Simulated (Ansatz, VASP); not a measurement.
# HfB2: VASP beside Ansatz

```
Hf B
1.0
     3.14000    0.00000    0.00000
    -1.57000    2.71932    0.00000
     0.00000    0.00000    3.48000
Hf B
1 2
Cartesian
  0.0000 0.0000 0.0000
  0.0000 1.8129 1.7400
  1.5700 0.9064 2.1150
```

Change from the starting cell: one atom moved.

Alike in both runs: task single point; functional PBE; k mesh 15 × 15 × 10; occupations gaussian, width 0.1 eV; no spin polarisation.

|  | VASP | Ansatz |
| --- | --- | --- |
| version | VASP 6.6.1 | Ansatz 0.2.0 |
| potentials or method | VASP PAW PBE potentials, release 64 (Hf_pv, B) | scalar-relativistic, plane waves, PAW |
| plane-wave cutoff (eV) | 520 | 420 |
| valence electrons in the cell | 16 | 32 |

Ansatz gave:

```
gap on the k mesh at the Fermi level (eV)       : none
pressure (GPa)                                  : 9.8
largest component of the traceless stress (GPa) : 2.12
rms of the force components (eV/Å)              : 1.592
```

Question: Estimate VASP's values.

Answer: gap on the k mesh at the Fermi level (eV): none; pressure (GPa): 9.6; largest component of the traceless stress (GPa): 1.86; rms of the force components (eV/Å): 1.598.

Atom by atom the forces differ by 0.007 eV/Å (rms over components). A gap of «none» marks a metal or a gap that the smearing closes. The two sets of potentials don't hold the same shells in valence.

Caveats: forces of over 1 eV/Å show positions far from the minimum, so gaps and moduli don't describe the material at rest. Spin-orbit coupling is left out, which matters for the levels of Hf.
